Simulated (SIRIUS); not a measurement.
The system is CsBr.

```xyz
2
Lattice="4.3256 0.0000 0.0000 0.0000 4.3256 0.0000 0.0000 0.0000 4.3256" Properties=species:S:1:pos:R:3 pbc="T T T"
Cs    0.0000    0.0000    0.0000
Br    2.1628    2.1628    2.1628
```

The cell comes from a database or a generator and needn't be the stable form of this composition.

Base run:

* Program: SIRIUS 7.12.0
* Functional: LDA
* Potentials or basis: PseudoDojo 0.4.1 PBE standard (scalar relativistic)
* Cutoff: 686 eV
* Density cutoff: 2743 eV
* k mesh: 6 × 6 × 6
* Occupations: fermi-dirac, width 0.05 eV
* Spin: no spin polarisation

Its results: band gap on the k mesh 4.05 eV; pressure -1.9 GPa.

Task: The run is repeated on the same cell with these changes: functional from LDA to PBEsol; libxc names from ["XC_LDA_X", "XC_LDA_C_PW"] to ["XC_GGA_X_PBE_SOL", "XC_GGA_C_PBE_SOL"]. What comes out?

Result: Band gap on the k mesh 4.24 eV; pressure -0.8 GPa.

Caveats: the potentials were made for another functional, which shifts forces and pressure; spin-orbit coupling is left out, which moves the levels of the heavy elements.

A k mesh can miss the band edges.
